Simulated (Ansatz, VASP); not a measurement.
**KBr in VASP and in Ansatz**

```
K Br
1.0
     0.00000    3.34997    3.34997
     3.34997    0.00000    3.34997
     3.34997    3.34997    0.00000
K Br
1 1
Direct
  0.00000 0.00000 0.00000
  0.50000 0.50000 0.50000
```

Alike in both runs: functional PBE; k mesh 6 × 6 × 6; occupations gaussian, width 0.02 eV; no spin polarisation.

Ansatz relaxed the structure, and its values are those at the end. VASP's run is a single point on that final structure, the one shown.

|  | VASP | Ansatz |
| --- | --- | --- |
| version | VASP 6.6.1 | Ansatz 0.2.0 |
| potentials or method | VASP PAW PBE potentials, release 64 (K_sv, Br) | scalar-relativistic, plane waves, PAW |
| plane-wave cutoff (eV) | 520 | 420 |
| valence electrons in the cell | 16 | 16 |

Ansatz gave:

* gap on the k mesh at the Fermi level (eV): 4.32
* least direct gap on the mesh (eV): 4.32
* pressure (GPa): 0.0

Problem. What did VASP give for the same quantities?

Solution. gap on the k mesh at the Fermi level (eV): 4.32; least direct gap on the mesh (eV): 4.32; pressure (GPa): 0.1.

A hybrid or GW would open this gap; PBE tends to underestimate it.
